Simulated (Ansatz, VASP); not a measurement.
# GaSb: VASP beside Ansatz

```
CELL_PARAMETERS angstrom
-2.34042 2.34042 1.59071
2.34042 -2.34042 1.59071
2.34042 2.34042 -1.59071
ATOMIC_POSITIONS crystal
Ga 0.25000 0.75000 0.50000
Sb 0.00000 0.00000 0.00000
```

Change from the starting cell: strain -0.1500 x Voigt [1, 1, 0, 0, 0, 0], atoms carried along.

Alike in both runs: task single point; functional LDA; k mesh 18 × 18 × 18; occupations gaussian, width 0.15 eV; no spin polarisation.

|  | VASP | Ansatz |
| --- | --- | --- |
| version | VASP 6.6.1 | Ansatz 0.2.0 |
| potentials or method | VASP PAW LDA potentials, release 64 (Ga_d, Sb) | scalar-relativistic, plane waves, PAW |
| plane-wave cutoff (eV) | 520 | 420 |
| valence electrons in the cell | 18 | 28 |

```csv
,VASP,Ansatz,Ansatz less VASP
gap on the k mesh at the Fermi level (eV),none,none,-
pressure (GPa),35.2,34.5,-0.74
largest component of the traceless stress (GPa),16.37,16.06,-0.309
```

A gap of «none» marks a metal or a gap that the smearing closes. The two sets of potentials don't hold the same shells in valence.

Caveats: so large a pressure means that the cell lies far from this level's equilibrium, or that cutoff or potentials fall short (VASP). The runs have no spin-orbit coupling, so splittings on Sb are missing.
